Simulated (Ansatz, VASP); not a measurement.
B: VASP beside Ansatz

INCAR

```
ALGO = Normal
EDIFF = 1E-6
ENCUT = 520
GGA = PE
ISIF = 2
ISMEAR = -1
LASPH = T
LCHARG = F
LREAL = F
LWAVE = F
NBANDS = 8
NELM = 100
PREC = Accurate
SIGMA = 0.1
```

KPOINTS

```
k-points
0
Gamma
  22 22 22
```

The input POSCAR:

```
B
1.0
   -0.9625452354      0.9625452354      0.9625452354
    0.9625452354     -0.9625452354      0.9625452354
    0.9625452354      0.9625452354     -0.9625452354
B
1
Direct
    0.0000000000      0.0000000000      0.0000000000
```

Input for Ansatz:

```yaml
crystal:
  lattice:
    - [-0.9625452354, 0.9625452354, 0.9625452354]
    - [0.9625452354, -0.9625452354, 0.9625452354]
    - [0.9625452354, 0.9625452354, -0.9625452354]
  atoms:
    - { symbol: B, position: [0.0, 0.0, 0.0] }
kpoints:
  mp_grid: { grid: [22, 22, 22] }
scf:
  occupations: { method: fermi_dirac, width: 0.1 }
hamiltonian:
  xc: pbe
  pseudopotentials: { kind: paw }
output:
  forces: true
  stress: true
  eigenvalues: true
  populations: true
  write_density: true
  write_potential: true
  elf: true
  volumetric_format: npy
```

Change from the starting cell: volume scaled by 0.58, PAW files.

Alike in both runs: task single point; functional PBE; k mesh 22 × 22 × 22; occupations fermi-dirac, width 0.1 eV; no spin polarisation.

|  | VASP | Ansatz |
| --- | --- | --- |
| version | VASP 6.6.1 | Ansatz 0.2.0 |
| potentials or method | VASP PAW PBE potentials, release 64 (B) | PAW with Ansatz's default frozen-core files, scalar-relativistic |
| plane-wave cutoff (eV) | 520 | 420 |
| valence electrons in the cell | 3 | 3 |

```tsv
	VASP	Ansatz	Ansatz less VASP
pressure (GPa)	344.8	344.5	-0.30
```

Caveats: the cell as given lies far from equilibrium; so large a pressure means that the cell lies far from this level's equilibrium, or that cutoff or potentials fall short (VASP).
